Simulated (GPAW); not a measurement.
The system is BN.

```
CELL_PARAMETERS angstrom
0.00000 1.81300 1.81300
1.81300 0.00000 1.81300
1.81300 1.81300 0.00000
ATOMIC_POSITIONS crystal
N 0.25000 0.25000 0.25000
B 0.00000 0.00000 0.00000
```

The cell is a database's computed one.

Base run:

```yaml
Program: GPAW 26.7.0
Functional: PBEsol
Potentials_or_basis: PAW data sets generated in the run's folder for this functional
Cutoff: 800 eV
Basis: pw
k_mesh: 13 × 13 × 13
Occupations: fermi-dirac, width 0.05 eV
Spin: no spin polarisation
```

Its results: band gap on the k mesh 4.35 eV, indirect (least direct gap 8.73 eV); pressure -7.5 GPa.

Task: The run is repeated on the same cell with these changes: k mesh from 13 × 13 × 13 to 10 × 10 × 10. What comes out?

Result: Band gap on the k mesh 4.28 eV, indirect (least direct gap 8.73 eV); pressure -7.5 GPa.

Caveats: an odd mesh through Γ misses points on the zone boundary, where band edges often lie (some runs).

Not every run made on this cell is shown here.
